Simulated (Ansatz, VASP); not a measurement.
AlO3 in VASP and in Ansatz

```
Al O
1.0
     2.88625    1.66638    1.56824
    -2.88625    1.66638    1.56824
     0.00000   -3.33276    1.56824
Al O
1 3
Cartesian
  0.0000 0.0000 0.0000
  1.4431 0.8332 0.7841
  -1.4431 0.8332 0.7841
  0.0000 -1.6664 0.7841
```

Alike in both runs: functional PBE; k mesh 6 × 6 × 6; occupations gaussian, width 0.1 eV; no spin polarisation.

Ansatz relaxed the structure, and its values are those at the end. VASP's run is a single point on that final structure, the one shown.

|  | VASP | Ansatz |
| --- | --- | --- |
| version | VASP 6.6.1 | Ansatz 0.2.0 |
| potentials or method | VASP PAW PBE potentials, release 64 (Al, O) | scalar-relativistic, plane waves, PAW |
| plane-wave cutoff (eV) | 520 | 420 |
| valence electrons in the cell | 21 | 21 |

|  | VASP | Ansatz | Ansatz less VASP |
| --- | --- | --- | --- |
| gap on the k mesh at the Fermi level (eV) | none | none | - |
| pressure (GPa) | -0.3 | -0.1 | +0.16 |

A gap of «none» marks a metal or a gap that the smearing closes.

Caveats: an odd number of electrons without spin polarisation forces a metal; a magnetic or distorted state may lie lower.
